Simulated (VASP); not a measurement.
**SnS2: relaxation of cell and atoms with LDA**

The system is SnS2, a slab with vacuum.

```xyz
3
Lattice="3.6390 0.0000 0.0000 -1.8195 3.1515 0.0000 0.0000 0.0000 20.9340" Properties=species:S:1:pos:R:3 pbc="T T T"
S     1.8195    1.0505    9.0000
S     0.0000    2.1010   11.9340
Sn    0.0000    0.0000   10.4670
```

| Quantity | Value |
| --- | --- |
| Program | VASP 6.6.1 |
| Task | relaxation of cell and atoms |
| Functional | LDA |
| Potentials or basis | VASP PAW LDA potentials, release 64 (S, Sn_d) |
| Cutoff | 600 eV |
| k mesh | 12 × 12 × 1 |
| Occupations | gaussian, width 0.03 eV |
| Spin | no spin polarisation |
| Further INCAR settings | ALGO = Normal; EDIFF = 1e-06; IBRION = 2; EDIFFG = -0.01; NSW = 90; ISIF = 3 |

```json
{
  "Relaxed volume": "79.06 Å³/atom",
  "Relaxed cell": "a = 3.617 Å, b = 3.617 Å, c = 20.934 Å, α = 90.00°, β = 90.00°, γ = 120.00°",
  "Space group after relaxing (to 0.05 Å)": "P-3m1 (No. 164)",
  "Energy gained by relaxing": "1.0 meV/atom",
  "Ionic steps": "5",
  "Band gap on the k mesh": "1.48 eV, indirect (least direct gap 1.76 eV)"
}
```

The path:
| step | energy change (eV) | largest force (eV/Å) | pressure (GPa) | volume (Å³) |
| --- | --- | --- | --- | --- |
| 1 | 0.0000 | 0.0780 | -0.28 | 240.08 |
| 2 | -0.0020 | 0.0881 | 0.18 | 236.15 |
| 3 | -0.0029 | 0.0279 | 0.01 | 237.53 |
| 4 | -0.0030 | 0.0178 | 0.01 | 237.41 |
| 5 | -0.0030 | 0.0004 | 0.00 | 237.18 |

Final structure:
```
CELL_PARAMETERS angstrom
3.61701 0.00000 0.00000
-1.80851 3.13243 0.00000
0.00000 0.00000 20.93400
ATOMIC_POSITIONS crystal
S 0.66667 0.33333 0.42987
S 0.33333 0.66667 0.57013
Sn 0.00000 0.00000 0.50000
```

Levels at points of the mesh, in eV from the valence-band top:
```tsv
k point	band 11	band 12	band 13	band 14	band 15	band 16
(0.00, 0.00, 0.00)	-0.51	-0.08	-0.08	2.49	3.73	5.40
(0.50, 0.00, 0.00)	-2.17	-0.58	-0.28	1.48	4.64	6.14
```

It took 6.3 min on 1 thread of Intel(R) Xeon(R) Platinum 8488C (Sapphire Rapids), on a shared host, peak memory 0.37 GiB.

Caveat: spin-orbit coupling is left out, which moves the levels of the heavy elements. LDA usually gives volumes a few per cent too small.
